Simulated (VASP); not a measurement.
# SiGe3 (Pm-3m) in VASP: notebook

One crystal, SiGe3, is run at these levels: PBE; tasks: relaxation of cell and atoms.

All numbers are computed with VASP 6.6.1; they aren't measurements. Logs are shortened: lines on timing, memory, paths and dates and some standing lists are left out, and cuts for length are marked.

## 1. Starting point

The structure is cubic, space group Pm-3m (No. 221). Conventional cell: a = 4.028 Å, b = 4.028 Å, c = 4.028 Å, α = 90.00°, β = 90.00°, γ = 90.00°. Around Si (site symmetry m-3m) lie 12 Ge at 2.85 Å. Ge (site symmetry 4/mmm) has 4 Si at 2.85 Å and 8 Ge at 2.85 Å as nearest neighbours.

The cell was built by a generator and needn't be a form met in nature.

## 2. Relaxation of cell and atoms, PBE

INCAR reads:

```
PREC = Normal
ENCUT = 520
EDIFF = 1E-4
ISMEAR = 0
SIGMA = 0.15
LREAL = False
LASPH = True
NELM = 60
ALGO = Fast
ISIF = 3
LWAVE = False
LCHARG = False
GGA = PE
IBRION = 2
NSW = 24
EDIFFG = -0.08
```

KPOINTS reads:

```
Automatic mesh
0
Gamma
  5 5 5
```

POSCAR reads:

```
SiGe3
1.0
    4.0284535900      0.0000000000      0.0000000000
    0.0000000000      4.0284535900      0.0000000000
    0.0000000000      0.0000000000      4.0284535900
Si Ge
1 3
Direct
    0.0000000000      0.0000000000      0.0000000000
    0.0000000000      0.5000000000      0.5000000000
    0.5000000000      0.0000000000      0.5000000000
    0.5000000000      0.5000000000      0.0000000000
```

Potentials or basis: VASP PAW PBE potentials, release 64 (Si, Ge_d).

Run with:

```sh
cat potpaw_PBE.64/Si/POTCAR potpaw_PBE.64/Ge_d/POTCAR > POTCAR
mpirun -np 1 vasp_std > vasp.out
```

OUTCAR:

```text
PREC = Normal
   ENCUT = 520
   EDIFF = 1E-4
   ISMEAR = 0
   LREAL = False
   LASPH = True
   NELM = 60
   ISIF = 3
   GGA = PE
   IBRION = 2
   NSW = 24
   EDIFFG = -0.08

 ion  position               nearest neighbor table
   1  0.000  0.000  0.000-   2 2.85   3 2.85   4 2.85   2 2.85   3 2.85   2 2.85   4 2.85   2 2.85
                             3 2.85   4 2.85   3 2.85   4 2.85
   2  0.000  0.500  0.500-   1 2.85   3 2.85   4 2.85   1 2.85   4 2.85   1 2.85   3 2.85   1 2.85
                             3 2.85   4 2.85   4 2.85   3 2.85
   3  0.500  0.000  0.500-   1 2.85   2 2.85   4 2.85   1 2.85   4 2.85   2 2.85   4 2.85   4 2.85
                             1 2.85   2 2.85   1 2.85   2 2.85
   4  0.500  0.500  0.000-   1 2.85   2 2.85   3 2.85   2 2.85   3 2.85   1 2.85   3 2.85   3 2.85
                             1 2.85   2 2.85   2 2.85   1 2.85

  LATTYP: Found a simple cubic cell.
 ALAT       =     4.0284535900

  Lattice vectors:

 A1 = (   4.0284535900,   0.0000000000,   0.0000000000)
 A2 = (   0.0000000000,   4.0284535900,   0.0000000000)
 A3 = (   0.0000000000,   0.0000000000,   4.0284535900)

Analysis of symmetry for initial positions (statically):
=====================================================================
 Subroutine PRICEL returns:
 Original cell was already a primitive cell.

 Routine SETGRP: Setting up the symmetry group for a
 simple cubic supercell.

 Subroutine GETGRP returns: Found 48 space group operations
 (whereof 48 operations were pure point group operations)
 out of a pool of 48 trial point group operations.

The static configuration has the point symmetry O_h .

Analysis of symmetry for dynamics (positions and initial velocities):
=====================================================================
 Subroutine PRICEL returns:
 Original cell was already a primitive cell.

 Routine SETGRP: Setting up the symmetry group for a
 simple cubic supercell.

 Subroutine GETGRP returns: Found 48 space group operations
 (whereof 48 operations were pure point group operations)
 out of a pool of 48 trial point group operations.

The dynamic configuration has the point symmetry O_h .

 Subroutine INISYM returns: Found 48 space group operations
 (whereof 48 operations are pure point group operations),
 and found     1 'primitive' translations

----------------------------------------------------------------------------------------

                                     Primitive cell

  volume of cell :      65.3755

  direct lattice vectors                    reciprocal lattice vectors
     4.028453590  0.000000000  0.000000000     0.248234211  0.000000000  0.000000000
     0.000000000  4.028453590  0.000000000     0.000000000  0.248234211  0.000000000
     0.000000000  0.000000000  4.028453590     0.000000000  0.000000000  0.248234211

  length of vectors
     4.028453590  4.028453590  4.028453590     0.248234211  0.248234211  0.248234211

  position of ions in fractional coordinates (direct lattice)
     0.000000000  0.000000000  0.000000000
     0.000000000  0.500000000  0.500000000
     0.500000000  0.000000000  0.500000000
     0.500000000  0.500000000  0.000000000

  ion indices of the primitive-cell ions
   primitive index   ion index
                 1           1
                 2           2
                 3           3
                 4           4

----------------------------------------------------------------------------------------

 KPOINTS: Automatic mesh

Automatic generation of k-mesh.
 Grid dimensions read from file:
 generate k-points for:    5    5    5

 Generating k-lattice:

  Cartesian coordinates                     Fractional coordinates (reciprocal lattice)
     0.049646842  0.000000000  0.000000000     0.200000000  0.000000000  0.000000000
     0.000000000  0.049646842  0.000000000     0.000000000  0.200000000  0.000000000
     0.000000000  0.000000000  0.049646842     0.000000000  0.000000000  0.200000000

  Length of vectors
     0.049646842  0.049646842  0.049646842

  Shift w.r.t. Gamma in fractional coordinates (k-lattice)
     0.000000000  0.000000000  0.000000000

 Subroutine IBZKPT returns following result:
 ===========================================

 Found     10 irreducible k-points:

 Following reciprocal coordinates:
            Coordinates               Weight
  0.000000  0.000000  0.000000      1.000000
  0.200000  0.000000  0.000000      6.000000
  0.400000  0.000000  0.000000      6.000000
  0.200000  0.200000  0.000000     12.000000
  0.400000  0.200000  0.000000     24.000000
  0.400000  0.400000  0.000000     12.000000
  0.200000  0.200000  0.200000      8.000000
  0.400000  0.200000  0.200000     24.000000
  0.400000  0.400000  0.200000     24.000000
  0.400000  0.400000  0.400000      8.000000
   k-points           NKPTS =     10   k-points in BZ     NKDIM =     10   number of bands    NBANDS=     27
   number of dos      NEDOS =    301   number of ions     NIONS =      4
   total plane-waves  NPLWV =  13824
   dimension x,y,z NGX =    24 NGY =   24 NGZ =   24
   dimension x,y,z NGXF=    48 NGYF=   48 NGZF=   48
   ions per type =               1   3
   NGX,Y,Z   is equivalent  to a cutoff of   9.90,  9.90,  9.90 a.u.
   NGXF,Y,Z  is equivalent  to a cutoff of  19.81, 19.81, 19.81 a.u.
 SYSTEM =  unknown system
   PREC   = normal    normal or accurate (medium, high low for compatibility)
   ISTART =      0    job   : 0-new  1-cont  2-samecut
   ICHARG =      2    charge: 1-file 2-atom 10-const
   ISPIN  =      1    spin polarized calculation?
   LNONCOLLINEAR =      F non collinear calculations
   LSORBIT =      F    spin-orbit coupling
   LASPH  =      T    aspherical Exc in radial PAW
   ENCUT  =  520.0 eV  38.22 Ry    6.18 a.u.   7.49  7.49  7.49*2*pi/ulx,y,z
   NELM   =     60;   NELMIN=  2; NELMDL= -5     # of ELM steps
   EDIFF  = 0.1E-03   stopping-criterion for ELM
   LREAL  =      F    real-space projection
   EDIFFG = -.8E-01   stopping-criterion for IOM
   NSW    =     24    number of steps for IOM
   IBRION =      2    ionic relax: 0-MD 1-quasi-New 2-CG
   NFREE  =      1    steps in history (QN), initial steepest desc. (CG)
   ISIF   =      3    stress and relaxation
   ISYM   =      2    0-nonsym 1-usesym 2-fastsym
   POTIM  = 0.5000    time-step for ionic-motion
   TEBEG  =    0.0;   TEEND  =   0.0 temperature during run
   PSTRESS=    0.0 pullay stress
   NELECT =      46.0000    total number of electrons
   NUPDOWN=      -1.0000    fix difference up-down
   EMIN   =  10.00;   EMAX   =-10.00  energy-range for DOS
   EFERMI =   0.00;   METHOD = LEGACY
   ISMEAR =     0;   SIGMA  =   0.15  broadening in eV -4-tet -1-fermi 0-gaus
   EFERMI_NEDOS =   21; number of points for ismear=-14 and -15
   IALGO  =     68    algorithm
   IMIX   =      4    mixing-type and parameters
     AMIX     =   0.40;   BMIX     =  1.00
     AMIX_MAG =   1.60;   BMIX_MAG =  1.00
  volume/ion in A,a.u.               =      16.34       110.29
  Fermi-wavevector in a.u.,A,eV,Ry     =   1.456093  2.751617 28.847160  2.120206
  Thomas-Fermi vector in A             =   2.573051
   LORBIT       =      0    0 simple, 1 ext, 2 COOP (PROOUT), +10 PAW based schemes
   GGA     = PE    functional components
   LHFCALC =     F    Hartree Fock is set to
   AEXX    =    0.0000 exact exchange contribution
   IVDW    =     0    specifies the selected vdW correction
   LEPSILON=     F    determine dielectric tensor
   LRPA    =     F    only Hartree local field effects (RPA)
 conjugate gradient relaxation of ions
 non-spin polarized calculation
 RMM-DIIS sequential band-by-band and
 Gauss-broadening in eV      SIGMA  =   0.15
  energy-cutoff  :      520.00
  volume of cell :       65.38
 maximum number of plane-waves:      1791
   NGX = 15   NGY = 15   NGZ = 15

--------------------------------------- Ionic step        1  -------------------------------------------

 number of electron      45.9999685 magnetization

 Free energy of the ion-electron system (eV)
  ---------------------------------------------------
  ext. energy  EPLUGINS =         0.00000000
  ---------------------------------------------------
  free energy    TOTEN  =       -17.03715873 eV

  energy without entropy =      -17.01254244  energy(sigma->0) =      -17.02485058

------------------------ aborting loop because EDIFF is reached ----------------------------------------

  FORCE on cell =-STRESS in cart. coord.  units (eV):
  Direction    XX          YY          ZZ          XY          YZ          ZX
  --------------------------------------------------------------------------------------
  -------------------------------------------------------------------------------------
  Total        3.7713741      3.7713741      3.7713741     -0.0000000      0.0000000     -0.0000000
  in kB       92.4262016     92.4262016     92.4262016     -0.0000000      0.0000000     -0.0000000
  external PRESSURE =      92.4262016 kB  Pullay stress =       0.0000000 kB
[... 99 lines left out ...]
  energy  without entropy=      -17.2650113779  energy(sigma->0) =      -17.27949829

--------------------------------------- Ionic step        4  -------------------------------------------

 number of electron      46.0000191 magnetization

 Free energy of the ion-electron system (eV)
  ---------------------------------------------------
  ext. energy  EPLUGINS =         0.00000000
  ---------------------------------------------------
  free energy    TOTEN  =       -17.28734898 eV

  energy without entropy =      -17.25910553  energy(sigma->0) =      -17.27322726

 E-fermi :   7.4529     XC(G=0): -11.2330

 val. band max:        7.4486031427   @ k =   0.4000   0.4000   0.0000
 cond. band min:       7.5254075421   @ k =   0.2000   0.2000   0.2000
 fundamental gap:      0.0768043994
 Fermi energy:         7.4528589802

 k-point     1 :       0.0000    0.0000    0.0000
  band No.  band energies     occupation
      1     -17.4382      2.00000
      2     -17.4382      2.00000
      3     -17.4382      2.00000
      4     -17.4277      2.00000
      5     -17.3798      2.00000
      6     -17.3798      2.00000
[... 320 lines left out ...]
  FREE ENERGIE OF THE ION-ELECTRON SYSTEM (eV)
  ---------------------------------------------------
  free  energy   TOTEN  =       -17.2873489811 eV

  energy  without entropy=      -17.2591055340  energy(sigma->0) =      -17.27322726

 reached required accuracy - stopping structural energy minimisation
```

Run time: 14 s. Hardware: 1 thread of Intel Xeon 6975P-C (Granite Rapids), shared host; peak memory 0.14 GiB.

Results:

- Free energy: -17.2873 eV
- Relaxed volume: 18.01 Å³/atom
- Relaxed cell: a = 4.161 Å, b = 4.161 Å, c = 4.161 Å, α = 90.00°, β = 90.00°, γ = 90.00°
- Space group after relaxing (to 0.05 Å): Pm-3m (No. 221)
- Energy gained by relaxing: 62.5 meV/atom
- Ionic steps: 4
- Pressure after relaxing: 0.0 GPa
- Band gap on the k mesh: none (metal or under the smearing width)

Step by step:
| step | energy change (eV) | largest force (eV/Å) | pressure (GPa) | volume (Å³) |
| --- | --- | --- | --- | --- |
| 1 | 0.0000 | 0.0000 | 9.24 | 65.38 |
| 2 | -0.2520 | 0.0000 | -2.27 | 74.71 |
| 3 | -0.2568 | 0.0000 | -1.50 | 73.31 |
| 4 | -0.2502 | 0.0000 | 0.05 | 72.05 |

Final structure:
```
CELL_PARAMETERS angstrom
4.16108 0.00000 0.00000
0.00000 4.16108 0.00000
0.00000 0.00000 4.16108
ATOMIC_POSITIONS crystal
Si 0.00000 0.00000 0.00000
Ge 0.00000 0.50000 0.50000
Ge 0.50000 0.00000 0.50000
Ge 0.50000 0.50000 0.00000
```

Levels at points of the mesh, in eV from the Fermi level:
```csv
k point,band 20,band 21,band 22,band 23,band 24,band 25,band 26,band 27
"(0.00, 0.00, 0.00)",-4.56,-4.56,-4.56,2.50,2.50,2.51,2.73,2.73
```

Caveat: the relaxation stopped at a loose force limit of 0.08 eV/Å, so its end isn't a converged minimum.

## 3. Relaxation of cell and atoms, PBE

This run uses another cell than the first one, of 17.36 Å³/atom, 1.062 times its volume.

INCAR is that of step 2.

KPOINTS is that of step 2.

POSCAR reads:

```
SiGe3
1.0
    4.1100000000      0.0000000000      0.0000000000
    0.0000000000      4.1100000000      0.0000000000
    0.0000000000      0.0000000000      4.1100000000
Si Ge
1 3
Direct
    0.0000000000      0.0000000000      0.0000000000
    0.0000000000      0.5000000000      0.5000000000
    0.5000000000      0.0000000000      0.5000000000
    0.5000000000      0.5000000000      0.0000000000
```

Potentials or basis: VASP PAW PBE potentials, release 64 (Si, Ge_d).

Run with:

```sh
cat potpaw_PBE.64/Si/POTCAR potpaw_PBE.64/Ge_d/POTCAR > POTCAR
mpirun -np 1 vasp_std > vasp.out
```

It took 10 s on 1 thread of Intel Xeon 6975P-C (Granite Rapids), shared host; peak memory 0.14 GiB.

It converged, with:

| Quantity | Value |
| --- | --- |
| Free energy | -17.2963 eV |
| Relaxed volume | 18.22 Å³/atom |
| Relaxed cell | a = 4.177 Å, b = 4.177 Å, c = 4.177 Å, α = 90.00°, β = 90.00°, γ = 90.00° |
| Space group after relaxing (to 0.05 Å) | Pm-3m (No. 221) |
| Energy gained by relaxing | 14.6 meV/atom |
| Ionic steps | 3 |
| Pressure after relaxing | 0.5 GPa |
| Band gap on the k mesh | none (metal or under the smearing width) |

Step by step:
```tsv
step	energy change (eV)	largest force (eV/Å)	pressure (GPa)	volume (Å³)
1	0.0000	0.0000	2.74	69.43
2	-0.0558	0.0000	1.14	72.45
3	-0.0583	0.0000	0.52	72.88
```

Final structure:
```
Si Ge
1.0
     4.17707    0.00000    0.00000
     0.00000    4.17707    0.00000
     0.00000    0.00000    4.17707
Si Ge
1 3
Direct
  0.00000 0.00000 0.00000
  0.00000 0.50000 0.50000
  0.50000 0.00000 0.50000
  0.50000 0.50000 0.00000
```

Levels at points of the mesh, in eV from the Fermi level:
| k point | band 19 | band 20 | band 21 | band 22 | band 23 | band 24 | band 25 | band 26 | band 27 |
| --- | --- | --- | --- | --- | --- | --- | --- | --- | --- |
| (0.00, 0.00, 0.00) | -4.82 | -4.51 | -4.51 | -4.51 | 2.47 | 2.47 | 2.51 | 2.70 | 2.70 |

Caveat: the relaxation stopped at a loose force limit of 0.08 eV/Å, so its end isn't a converged minimum.

## 4. Relaxation of cell and atoms, PBE

This run uses another cell than the first one, of 20.90 Å³/atom, 1.279 times its volume.

INCAR is that of step 3.

KPOINTS is that of step 3.

POSCAR reads:

```
SiGe3
1.0
    0.0000000000      3.4706574800      3.4706574800
    3.4706574800      0.0000000000      3.4706574800
    3.4706574800      3.4706574800      0.0000000000
Si Ge
1 3
Direct
    0.5000000000      0.5000000000      0.5000000000
    0.2500000000      0.2500000000      0.2500000000
    0.7500000000      0.7500000000      0.7500000000
    0.0000000000      0.0000000000      0.0000000000
```

Run with:

```sh
cat potpaw_PBE.64/Si/POTCAR potpaw_PBE.64/Ge_d/POTCAR > POTCAR
mpirun -np 1 vasp_std > vasp.out
```

Wall time 11 s (1 thread of Intel Xeon 6975P-C (Granite Rapids), shared host); peak memory 0.16 GiB.

The run converged. Its results:

```
Free energy                            : -16.9685 eV
Relaxed volume                         : 17.70 Å³/atom
Relaxed cell                           : a = 4.643 Å, b = 4.643 Å, c = 4.643 Å, α = 60.00°, β = 60.00°, γ = 60.00°
Space group after relaxing (to 0.05 Å) : Fm-3m (No. 225)
Energy gained by relaxing              : 77.7 meV/atom
Ionic steps                            : 2
Pressure after relaxing                : 0.6 GPa
```

Step by step:
```tsv
step	energy change (eV)	largest force (eV/Å)	pressure (GPa)	volume (Å³)
1	0.0000	0.0000	-8.58	83.61
2	-0.3106	0.0000	0.58	70.78
```

Final structure:
```
Si Ge
1.0
     0.00000    3.28323    3.28323
     3.28323    0.00000    3.28323
     3.28323    3.28323    0.00000
Si Ge
1 3
Direct
  0.50000 0.50000 0.50000
  0.25000 0.25000 0.25000
  0.75000 0.75000 0.75000
  0.00000 0.00000 0.00000
```

Levels at points of the mesh, in eV from the Fermi level:
```csv
k point,band 20,band 21,band 22,band 23,band 24,band 25,band 26,band 27
"(0.00, 0.00, 0.00)",-2.21,-2.21,-2.09,-2.09,-2.09,-1.79,-0.57,-0.57
```

Caveat: the volume moved by over 15 % at a fixed basis, so the end points are rough; the bands computed are all filled at some k points, so no gap is given; the relaxation stopped at a loose force limit of 0.08 eV/Å, so its end isn't a converged minimum.

(Continued in part 2 of 2.)
